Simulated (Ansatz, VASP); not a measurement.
Two plane-wave programs on AgCl

```
CELL_PARAMETERS angstrom
0.00000 2.81475 2.68996
2.81475 0.00000 2.68996
2.81475 2.81475 0.00000
ATOMIC_POSITIONS crystal
Ag 0.50000 0.50000 0.50000
Cl 0.00000 0.00000 0.00000
```

Change from the starting cell: strain +0.015 along x and y, -0.030 along z, atoms carried along.

Alike in both runs: task single point; functional PBEsol; k mesh 8 × 8 × 8; occupations gaussian, width 0.05 eV; no spin polarisation.

|  | VASP | Ansatz |
| --- | --- | --- |
| version | VASP 6.6.1 | Ansatz 0.2.0 |
| potentials or method | VASP PAW PBE potentials, release 64 (Ag, Cl) | scalar-relativistic, plane waves, PAW |
| plane-wave cutoff (eV) | 520 | 420 |
| valence electrons in the cell | 18 | 26 |

Ansatz gave:

* gap on the k mesh at the Fermi level (eV): 0.61
* least direct gap on the mesh (eV): 3.03
* pressure (GPa): -2.4
* largest component of the traceless stress (GPa): 0.44

Problem. What did VASP give for the same quantities?

Solution. gap on the k mesh at the Fermi level (eV): 0.61; least direct gap on the mesh (eV): 3.03; pressure (GPa): -2.5; largest component of the traceless stress (GPa): 0.43.

With one functional, cell and mesh, what is left measures potentials, basis and numerics. The two sets of potentials don't hold the same shells in valence.

Caveats: the PAW data sets were made with another functional, which shifts forces and pressure a little (VASP). A k mesh can miss the band edges.
